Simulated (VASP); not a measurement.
Crystal: Al2Pt.

```
Pt Al
1.0
     0.00000    2.95500    2.95500
     2.95500    0.00000    2.95500
     2.95500    2.95500    0.00000
Pt Al
1 2
Direct
  0.00000 0.00000 0.00000
  0.75000 0.75000 0.75000
  0.25000 0.25000 0.25000
```

```yaml
Program: VASP 6.6.1
Task: relaxation of cell and atoms
Functional: PBE
Potentials_or_basis: VASP PAW PBE potentials, release 64 (Pt, Al)
Cutoff: 600 eV
k_mesh: 8 × 8 × 8
Occupations: fermi-dirac, width 0.05 eV
Spin: no spin polarisation
```

At the start: pressure 2.4 GPa; volume 17.20 Å³/atom.

**Question.** Where does the relaxation end?

**Answer.** Over 3 steps the energy falls by 2.2 meV/atom and the volume is 17.50 Å³/atom (+1.8 %); space group Fm-3m (No. 225, to 0.05 Å).

Step by step:
```
step  energy change (eV)  largest force (eV/Å)  pressure (GPa)  volume (Å³)
   1              0.0000                0.0000            2.35        51.61
   2              0.0010                0.0000           -2.36        53.52
   3             -0.0065                0.0000            0.01        52.51
```

Final structure:
```yaml
crystal:
  lattice:
    - [0.00000, 2.97223, 2.97223]
    - [2.97223, 0.00000, 2.97223]
    - [2.97223, 2.97223, 0.00000]
  atoms:
    - { symbol: Pt, position: [0.00000, 0.00000, 0.00000] }
    - { symbol: Al, position: [0.75000, 0.75000, 0.75000] }
    - { symbol: Al, position: [0.25000, 0.25000, 0.25000] }
```
